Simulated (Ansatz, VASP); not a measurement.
Two plane-wave programs on BN

```
CELL_PARAMETERS angstrom
0.00000 1.84856 1.84856
1.84856 0.00000 1.84856
1.84856 1.84856 0.00000
ATOMIC_POSITIONS crystal
N 0.25000 0.25000 0.25000
B 0.00000 0.00000 0.00000
```

Change from the starting cell: volume scaled by 1.06.

Alike in both runs: task single point; functional PBE; k mesh 13 × 13 × 13; occupations fermi-dirac, width 0.05 eV; no spin polarisation.

|  | VASP | Ansatz |
| --- | --- | --- |
| version | VASP 6.6.1 | Ansatz 0.2.0 |
| potentials or method | VASP PAW PBE potentials, release 64 (N, B) | Ansatz PAW |
| plane-wave cutoff (eV) | 520 | 420 |
| valence electrons in the cell | 8 | 8 |

VASP gave:

- gap on the k mesh at the Fermi level (eV): 4.45
- least direct gap on the mesh (eV): 8.50
- pressure (GPa): -19.7

Task: Estimate Ansatz's values.

Result: gap on the k mesh at the Fermi level (eV): 4.46; least direct gap on the mesh (eV): 8.51; pressure (GPa): -19.7.

Caveats: an odd mesh through Γ misses points on the zone boundary, where band edges often lie (VASP); odd divisions of the mesh miss points on the zone boundary, where band edges often lie, so the gap on the mesh can be too wide (Ansatz); the pressure holds a Pulay correction of +1.0 GPa for the finite cutoff (Ansatz).
